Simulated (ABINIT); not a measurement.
# HfC (Fm-3m) in ABINIT: notebook

Aim: see how the results for HfC move with the level of theory and the settings. Levels: PBEsol, PBE. Tasks: single point, band structure.

All numbers are computed with ABINIT 10.8.3 (patched build); they aren't measurements. Logs are shortened: lines on timing, memory, paths and dates and some standing lists are left out, and cuts for length are marked. The log counts tension as positive stress, the text compression.

### Step 1. Starting point

The structure is cubic, space group Fm-3m (No. 225). Conventional cell: a = 4.650 Å, b = 4.650 Å, c = 4.650 Å, α = 90.00°, β = 90.00°, γ = 90.00°. Around Hf (site symmetry m-3m) lie 6 C at 2.33 Å. C (site symmetry m-3m) is surrounded by 6 Hf at 2.33 Å.

### Step 2. Single point, PBEsol, 12.57 Å³/atom (biaxial strain of 0 %)

run.abi reads:

```
# Pseudopotentials
pp_dirpath "./"
pseudos "Hf.GGA_PBE-JTH.xml, C.GGA_PBE-JTH.xml"

# Structure
acell 3.2880465325 3.2880465325 3.2880465325 Angstrom
rprim
     0.0000000000     0.7071067812     0.7071067812
     0.7071067812     0.0000000000     0.7071067812
     0.7071067812     0.7071067812     0.0000000000
ntypat 2
znucl 72 6
natom 2
typat 1 2
xred
     0.5000000000     0.5000000000     0.5000000000
     0.0000000000     0.0000000000     0.0000000000

# Plane-wave basis
ecut 19.0
pawecutdg 38.0
pawxcdev 0

# k points
kptopt 1
ngkpt 10 10 10
nshiftk 1
shiftk 0.0 0.0 0.0

# Exchange and correlation
ixc -116133

# Bands and occupations
nband 12
occopt 3
tsmear 0.00183747

# SCF cycle
nstep 100
tolvrs 1.0e-9

# Output
iomode 3
prtwf 0
prtden 0
prteig 0
prtebands 0
enunit 2
```

Potentials or basis: JTH PAW PBE v2.0.

Command:

```console
abinit run.abi > log 2>&1
```

run.abo:

```text
.Version 10.8.3 of ABINIT
 Symmetries : space group Fm -3 m (#225); Bravais cF (face-center cubic)
================================================================================
 Values of the parameters that define the memory need of the present run
     intxc =       0    ionmov =       0      iscf =      17    lmnmax =      18
     lnmax =       6     mgfft =      27  mpssoang =       3    mqgrid =    3001
     natom =       2  nloc_mem =       2    nspden =       1   nspinor =       1
    nsppol =       1      nsym =      48    n1xccc =       1    ntypat =       2
    occopt =       3   xclevel =       2
       mpw =         684          nfft =       19683          nkpt =          47
 PAW method is used; the additional fine FFT grid is defined by:
   mgfftf=        36    nfftf =     46656
================================================================================
================================================================================

--------------------------------------------------------------------------------
------------- Echo of variables that govern the present computation ------------
--------------------------------------------------------------------------------
 -outvars: echo values of preprocessed input variables --------
            acell      6.2135074357E+00  6.2135074357E+00  6.2135074357E+00 Bohr
              amu      1.78490000E+02  1.20110000E+01
             ecut      1.90000000E+01 Hartree
           enunit           2
              ixc     -116133
         kptrlatt       10    0    0      0   10    0      0    0   10
          kptrlen      6.21350744E+01
            natom           2
            nband          12
            ngfft          27      27      27
          ngfftdg          36      36      36
             nkpt          47
            nstep         100
             nsym          48
           ntypat           2
           occopt           3
        pawecutdg      3.80000000E+01 Hartree
         pawxcdev           0
           prtden           0
        prtebands           0
           prteig           0
            prtwf           0
            rprim      0.0000000000E+00  7.0710678120E-01  7.0710678120E-01
                       7.0710678120E-01  0.0000000000E+00  7.0710678120E-01
                       7.0710678120E-01  7.0710678120E-01  0.0000000000E+00
          spgroup         225
           tolvrs      1.00000000E-09
           tsmear      1.83747000E-03 Hartree
            typat      1  2
           useylm           1
           xangst      2.3250000000E+00  2.3250000000E+00  2.3250000000E+00
                       0.0000000000E+00  0.0000000000E+00  0.0000000000E+00
            xcart      4.3936132428E+00  4.3936132428E+00  4.3936132428E+00
                       0.0000000000E+00  0.0000000000E+00  0.0000000000E+00
             xred      5.0000000000E-01  5.0000000000E-01  5.0000000000E-01
                       0.0000000000E+00  0.0000000000E+00  0.0000000000E+00
            znucl       72.00000    6.00000

================================================================================

 chkinp: Checking input parameters for consistency.

================================================================================
== DATASET  1 ==================================================================

--- !DatasetInfo
iteration_state: {dtset: 1, }
dimensions: {natom: 2, nkpt: 47, mband: 12, nsppol: 1, nspinor: 1, nspden: 1, mpw: 684, }
cutoff_energies: {ecut:  19.0, pawecutdg:  38.0, }
electrons: {nelect:   1.60000000E+01, charge:   0.00000000E+00, occopt:   3.00000000E+00, tsmear:   1.83747000E-03, }
meta: {optdriver: 0, ionmov: 0, optcell: 0, iscf: 17, paral_kgb: 0, }
...

 Real(R)+Recip(G) space primitive vectors, cartesian coordinates (Bohr,Bohr^-1):
 R(1)=  0.0000000  4.3936132  4.3936132  G(1)= -0.1138016  0.1138016  0.1138016
 R(2)=  4.3936132  0.0000000  4.3936132  G(2)=  0.1138016 -0.1138016  0.1138016
 R(3)=  4.3936132  4.3936132  0.0000000  G(3)=  0.1138016  0.1138016 -0.1138016
 Unit cell volume ucvol=  1.6962719E+02 bohr^3
 Angles (23,13,12)=  6.00000000E+01  6.00000000E+01  6.00000000E+01 degrees

 Coarse grid specifications (used for wave-functions):

 getcut: wavevector=  0.0000  0.0000  0.0000  ngfft=  27  27  27
         ecut(hartree)=     19.000   => boxcut(ratio)=   2.13568

 Fine grid specifications (used for densities):

 getcut: wavevector=  0.0000  0.0000  0.0000  ngfft=  36  36  36
         ecut(hartree)=     38.000   => boxcut(ratio)=   2.08790

--- Pseudopotential description ------------------------------------------------
- pspini: atom type   1  psp file is ./Hf.GGA_PBE-JTH.xml
 Pseudopotential format is: paw10
 basis_size (lnmax)=  6 (lmn_size= 18), orbitals=   0   0   1   1   2   2
 Spheres core radius: rc_sph= 2.41119446
 Shapefunction is SIN type: shapef(r)=[sin(pi*r/rshp)/(pi*r/rshp)]**2
 Radius for shape functions =  2.41119446
 Compensation charge density is not taken into account in XC energy/potential

- pspini: atom type   2  psp file is ./C.GGA_PBE-JTH.xml
 Pseudopotential format is: paw10
 basis_size (lnmax)=  4 (lmn_size=  8), orbitals=   0   0   1   1
 Spheres core radius: rc_sph= 1.50736703
 Shapefunction is SIN type: shapef(r)=[sin(pi*r/rshp)/(pi*r/rshp)]**2
 Radius for shape functions =  1.30052589
 Compensation charge density is not taken into account in XC energy/potential

   1.55524723E+03                                ecore*ucvol(ha*bohr**3)
--------------------------------------------------------------------------------

================================================================================

--- !BeginCycle
iteration_state: {dtset: 1, }
solver: {iscf: 17, nstep: 100, nline: 4, wfoptalg: 10, }
tolerances: {tolvrs: 1.00E-09, }
...

     iter   Etot(hartree)      deltaE(h)  residm     nres2
 ETOT  1  -55.236642239057    -5.524E+01 2.621E+00 1.203E+01
 ETOT  2  -55.893537879902    -6.569E-01 7.513E-02 2.184E+00
 ETOT  3  -55.890038629205     3.499E-03 3.610E-02 2.278E-01
 ETOT  4  -55.889941921229     9.671E-05 5.916E-03 4.417E-02
 ETOT  5  -55.889786656038     1.553E-04 4.729E-03 7.573E-04
 ETOT  6  -55.889796050752    -9.395E-06 2.153E-03 2.281E-04
 ETOT  7  -55.889795683197     3.676E-07 1.236E-03 8.542E-05
 ETOT  8  -55.889795562300     1.209E-07 9.218E-04 1.927E-06
 ETOT  9  -55.889795561281     1.019E-09 4.758E-04 3.263E-07
 ETOT 10  -55.889795561108     1.732E-10 4.733E-04 6.083E-09
 ETOT 11  -55.889795561095     1.366E-11 2.317E-04 8.985E-10

 At SCF step   11       nres2   =  8.98E-10 < tolvrs=  1.00E-09 =>converged.

 Cartesian components of stress tensor (hartree/bohr^3)
  sigma(1 1)=  2.19292238E-04  sigma(3 2)=  0.00000000E+00
  sigma(2 2)=  2.19292238E-04  sigma(3 1)=  0.00000000E+00
  sigma(3 3)=  2.19292238E-04  sigma(2 1)=  0.00000000E+00

--- !ResultsGS
iteration_state: {dtset: 1, }
comment   : Summary of ground state results
lattice_vectors:
- [  0.0000000,   4.3936132,   4.3936132, ]
- [  4.3936132,   0.0000000,   4.3936132, ]
- [  4.3936132,   4.3936132,   0.0000000, ]
lattice_lengths: [   6.21351,    6.21351,    6.21351, ]
lattice_angles: [ 60.000,  60.000,  60.000, ] # degrees, (23, 13, 12)
lattice_volume:   1.6962719E+02
convergence: {deltae:  1.366E-11, res2:  8.985E-10, residm:  2.317E-04, diffor: null, }
etotal    :  -5.58897956E+01
entropy   :   0.00000000E+00
fermie    :   5.06686125E-03
cartesian_stress_tensor: # hartree/bohr^3
- [  2.19292238E-04,   0.00000000E+00,   0.00000000E+00, ]
- [  0.00000000E+00,   2.19292238E-04,   0.00000000E+00, ]
- [  0.00000000E+00,   0.00000000E+00,   2.19292238E-04, ]
pressure_GPa:  -6.4518E+00
xred      :
- [  5.0000E-01,   5.0000E-01,   5.0000E-01, Hf]
- [  0.0000E+00,   0.0000E+00,   0.0000E+00,  C]
cartesian_forces: # hartree/bohr
- [ -0.00000000E+00,  -0.00000000E+00,  -0.00000000E+00, ]
- [ -0.00000000E+00,  -0.00000000E+00,  -0.00000000E+00, ]
force_length_stats: {min:   0.00000000E+00, max:   0.00000000E+00, mean:   0.00000000E+00, }
...

 Integrated electronic density in atomic spheres:
 ------------------------------------------------
 Atom  Sphere_radius  Integrated_density
    1        2.41119          9.60569527
    2        1.50737          2.41172540

================================================================================

 ----iterations are completed or convergence reached----

 Mean square residual over all n,k,spin=   82.326E-08; max=  23.174E-05
 reduced coordinates (array xred) for    2 atoms
       0.500000000000      0.500000000000      0.500000000000
       0.000000000000      0.000000000000      0.000000000000
 rms dE/dt=  0.0000E+00; max dE/dt=  0.0000E+00; dE/dt below (all hartree)
    1       0.000000000000      0.000000000000      0.000000000000
    2       0.000000000000      0.000000000000      0.000000000000

 cartesian coordinates (angstrom) at end:
    1      2.32500000003190     2.32500000003190     2.32500000003190
    2      0.00000000000000     0.00000000000000     0.00000000000000

 cartesian forces (hartree/bohr) at end:
    1     -0.00000000000000    -0.00000000000000    -0.00000000000000
    2     -0.00000000000000    -0.00000000000000    -0.00000000000000
 frms,max,avg= 0.0000000E+00 0.0000000E+00   0.000E+00  0.000E+00  0.000E+00 h/b

 cartesian forces (eV/Angstrom) at end:
    1     -0.00000000000000    -0.00000000000000    -0.00000000000000
    2     -0.00000000000000    -0.00000000000000    -0.00000000000000
 frms,max,avg= 0.0000000E+00 0.0000000E+00   0.000E+00  0.000E+00  0.000E+00 e/A
 length scales=  6.213507435666  6.213507435666  6.213507435666 bohr
              =  3.288046532500  3.288046532500  3.288046532500 angstroms
 Fermi (or HOMO) energy (hartree) =   0.00507   Average Vxc (hartree)=  -0.46189
 Eigenvalues (hartree) for nkpt=  47  k points:
 kpt#   1, nband= 12, wtk=  0.00100, kpt=  0.0000  0.0000  0.0000 (reduced coord)
  -2.23913   -1.07938   -1.07938   -1.07938   -0.44741    0.04198    0.04198    0.04198
   0.05361    0.05361    0.05361    0.12802
      occupation numbers for kpt#   1
   2.00000    2.00000    2.00000    2.00000    2.00000    0.00000    0.00000    0.00000
   0.00000    0.00000    0.00000    0.00000
 prteigrs : prtvol=0 or 1, do not print more k-points.

 Fermi (or HOMO) energy (eV) =   0.13788   Average Vxc (eV)= -12.56868
 Eigenvalues (   eV  ) for nkpt=  47  k points:
 kpt#   1, nband= 12, wtk=  0.00100, kpt=  0.0000  0.0000  0.0000 (reduced coord)
 -60.92980  -29.37153  -29.37153  -29.37153  -12.17470    1.14246    1.14246    1.14246
   1.45878    1.45878    1.45878    3.48353
 prteigrs : prtvol=0 or 1, do not print more k-points.

--- !EnergyTerms
iteration_state     : {dtset: 1, }
comment             : Components of total free energy in Hartree
kinetic             :  8.56692872946996E+00
hartree             :  5.77653791423896E+00
xc                  : -1.10919768202589E+01
Ewald energy        : -4.76937911056425E+01
psp_core            :  9.16861988550518E+00
local_psp           : -1.33231458488362E+00
PAW spherical_terms : -1.92836960311578E+01
internal            : -5.58896920127288E+01
'-kT*entropy'       : -1.02544120862628E-04
total_energy        : -5.58897945568496E+01
total_energy_eV     : -1.52083878689496E+03
...

--- !EnergyTermsDC
iteration_state     : {dtset: 1, }
comment             : '"Double-counting" decomposition of free energy'
band_energy         : -1.23066019342962E+01
Ewald energy        : -4.76937911056425E+01
psp_core            :  9.16861988550518E+00
xc_dc               : -1.06747817313947E+01
PAW spherical_terms :  5.61686186885445E+00
internal            : -5.58896930169737E+01
'-kT*entropy'       : -1.02544120862628E-04
total_energy_dc     : -5.58897955610946E+01
total_energy_dc_eV  : -1.52083881422186E+03
...

--- !EnergyTermsWithPAWCore
iteration_state     : {dtset: 1, }
comment             : 'Components of total free energy, including PAW core contributions'
Total energy        : -1.51120118515165E+04
Total energy DC     : -1.51120118525207E+04
Total energy (eV)   : -4.11218791445457E+05
Total energy DC (eV): -4.11218791472784E+05
...

 Cartesian components of stress tensor (hartree/bohr^3)
  sigma(1 1)=  2.19292238E-04  sigma(3 2)=  0.00000000E+00
  sigma(2 2)=  2.19292238E-04  sigma(3 1)=  0.00000000E+00
  sigma(3 3)=  2.19292238E-04  sigma(2 1)=  0.00000000E+00

-Cartesian components of stress tensor (GPa)         [Pressure= -6.4518E+00 GPa]
- sigma(1 1)=  6.45180038E+00  sigma(3 2)=  0.00000000E+00
- sigma(2 2)=  6.45180038E+00  sigma(3 1)=  0.00000000E+00
- sigma(3 3)=  6.45180038E+00  sigma(2 1)=  0.00000000E+00

== END DATASET(S) ==============================================================
================================================================================

 -outvars: echo values of variables after computation  --------
            acell      6.2135074357E+00  6.2135074357E+00  6.2135074357E+00 Bohr
           etotal     -5.5889795561E+01
            fcart     -0.0000000000E+00 -0.0000000000E+00 -0.0000000000E+00
                      -0.0000000000E+00 -0.0000000000E+00 -0.0000000000E+00
            rprim      0.0000000000E+00  7.0710678120E-01  7.0710678120E-01
                       7.0710678120E-01  0.0000000000E+00  7.0710678120E-01
                       7.0710678120E-01  7.0710678120E-01  0.0000000000E+00
           strten      2.1929223752E-04  2.1929223752E-04  2.1929223752E-04
                       0.0000000000E+00  0.0000000000E+00  0.0000000000E+00
           xangst      2.3250000000E+00  2.3250000000E+00  2.3250000000E+00
                       0.0000000000E+00  0.0000000000E+00  0.0000000000E+00
             xred      5.0000000000E-01  5.0000000000E-01  5.0000000000E-01
                       0.0000000000E+00  0.0000000000E+00  0.0000000000E+00
 Calculation completed.
```

Wall time 37 s (1 thread of AMD EPYC, shared host); peak memory 0.11 GiB.

Results:

```yaml
Free_energy: -1520.8388 eV
Pressure: -6.5 GPa
Band_gap_on_the_k_mesh: none (metal or under the smearing width)
Valence_electrons_inside_the_program's_atomic_spheres: Hf 9.61; C 2.41
```

Caveat: the PAW data sets were made with another functional, which shifts forces and pressure a little.

### Step 3. Single point, PBEsol, 12.07 Å³/atom (biaxial strain of -2 %)

run.abi: that of step 2 with these lines changed.

```diff
@@ -5,6 +5,6 @@
 # Structure
-acell 3.2880465325 3.2880465325 3.2880465325 Angstrom
+acell 3.2553321259 3.2553321259 3.2222856019 Angstrom
 rprim
-     0.0000000000     0.7071067812     0.7071067812
-     0.7071067812     0.0000000000     0.7071067812
+     0.0000000000     0.6999285824     0.7142128391
+     0.6999285824     0.0000000000     0.7142128391
      0.7071067812     0.7071067812     0.0000000000
@@ -17,2 +17,5 @@
      0.0000000000     0.0000000000     0.0000000000
+chkprim 0
+chksymtnons 0
+tolsym 1.0e-6
```

Potentials or basis: JTH PAW PBE v2.0.

Command:

```console
abinit run.abi > log 2>&1
```

Run time: 64 s. Hardware: 1 thread of AMD EPYC, shared host; peak memory 0.13 GiB.

Results (log left out):

```
Free energy                                           : -1520.8382 eV
Pressure                                              : 3.8 GPa
Band gap on the k mesh                                : none (metal or under the smearing width)
Valence electrons inside the program's atomic spheres : Hf 9.68; C 2.42
```

Caveat: the PAW data sets were made with another functional, which shifts forces and pressure a little.

### Step 4. Band structure, PBE

run.abi reads:

```
# Datasets: ground state, then fixed potential
ndtset 2

# Pseudopotentials
pp_dirpath "./"
pseudos "Hf.GGA_PBE-JTH.xml, C.GGA_PBE-JTH.xml"

# Structure
acell 3.2880465325 3.2880465325 3.2880465325 Angstrom
rprim
     0.0000000000     0.7071067812     0.7071067812
     0.7071067812     0.0000000000     0.7071067812
     0.7071067812     0.7071067812     0.0000000000
ntypat 2
znucl 72 6
natom 2
typat 1 2
xred
     0.5000000000     0.5000000000     0.5000000000
     0.0000000000     0.0000000000     0.0000000000

# Plane-wave basis
ecut 19.0
pawecutdg 38.0
pawxcdev 0

# Exchange and correlation
ixc 11

# Bands and occupations
occopt 3
tsmear 0.00183747

# SCF cycle
nstep 100

# Output
iomode 3
prtwf 0
prteig 0
prtebands 0
enunit 1
prtden1 1

# Dataset 1
kptopt1 1
ngkpt1 10 10 10
nshiftk1 1
shiftk1 0.0 0.0 0.0
nband1 12
tolvrs1 1.0e-9

# Dataset 2: bands along G-X-W-K-G-L-U-W-L-K
iscf2 -2
getden2 1
nband2 18
nbdbuf2 4
tolwfr2 1.0e-11
kptopt2 -9
ndivsm2 5
prteig2 1
prtvol2 -3
kptbounds2
     0.0000000000     0.0000000000     0.0000000000
     0.5000000000     0.0000000000     0.5000000000
     0.5000000000     0.2500000000     0.7500000000
     0.3750000000     0.3750000000     0.7500000000
     0.0000000000     0.0000000000     0.0000000000
     0.5000000000     0.5000000000     0.5000000000
     0.6250000000     0.2500000000     0.6250000000
     0.5000000000     0.2500000000     0.7500000000
     0.5000000000     0.5000000000     0.5000000000
     0.3750000000     0.3750000000     0.7500000000
```

Command:

```console
abinit run.abi > log 2>&1
```

It took 45 s on 1 thread of Intel Xeon Platinum 8259CL at 2.50GHz (Skylake/Cascade Lake), shared host; peak memory 0.11 GiB.

The run converged. Its results:

- Free energy: -1519.7914 eV
- Pressure: 0.0 GPa
- Band gap on the k mesh: none (metal or under the smearing width)
- Valence electrons inside the program's atomic spheres: Hf 9.59; C 2.43

Levels at the corners of the path, in eV from the Fermi level:
| point | band 4 | band 5 | band 6 | band 7 | band 8 | band 9 | band 10 | band 11 | band 12 | band 13 |
| --- | --- | --- | --- | --- | --- | --- | --- | --- | --- | --- |
| Γ | -29.57 | -12.34 | 0.97 | 0.97 | 0.97 | 1.37 | 1.37 | 1.37 | 3.37 | 3.37 |
| X | -29.81 | -10.45 | -2.63 | -1.80 | -0.13 | -0.13 | 5.30 | 6.73 | 6.73 | 8.41 |
| W | -29.82 | -9.70 | -3.02 | -2.74 | -2.74 | 3.65 | 3.65 | 6.74 | 7.05 | 8.24 |
| K | -29.75 | -9.79 | -3.54 | -2.76 | -1.67 | 1.55 | 5.77 | 6.16 | 8.20 | 8.30 |
| Γ | -29.57 | -12.34 | 0.97 | 0.97 | 0.97 | 1.37 | 1.37 | 1.37 | 3.37 | 3.37 |
| L | -29.64 | -8.60 | -6.17 | -3.01 | -3.01 | 5.30 | 5.30 | 5.76 | 6.52 | 11.38 |
| U | -29.75 | -9.79 | -3.54 | -2.76 | -1.67 | 1.55 | 5.77 | 6.16 | 8.20 | 8.30 |
| W | -29.82 | -9.70 | -3.02 | -2.74 | -2.74 | 3.65 | 3.65 | 6.74 | 7.05 | 8.24 |
| L | -29.64 | -8.60 | -6.17 | -3.01 | -3.01 | 5.30 | 5.30 | 5.76 | 6.52 | 11.38 |
| K | -29.75 | -9.79 | -3.54 | -2.76 | -1.67 | 1.55 | 5.77 | 6.16 | 8.20 | 8.30 |

Caveat: spin-orbit coupling is left out, which moves the levels of the heavy elements.
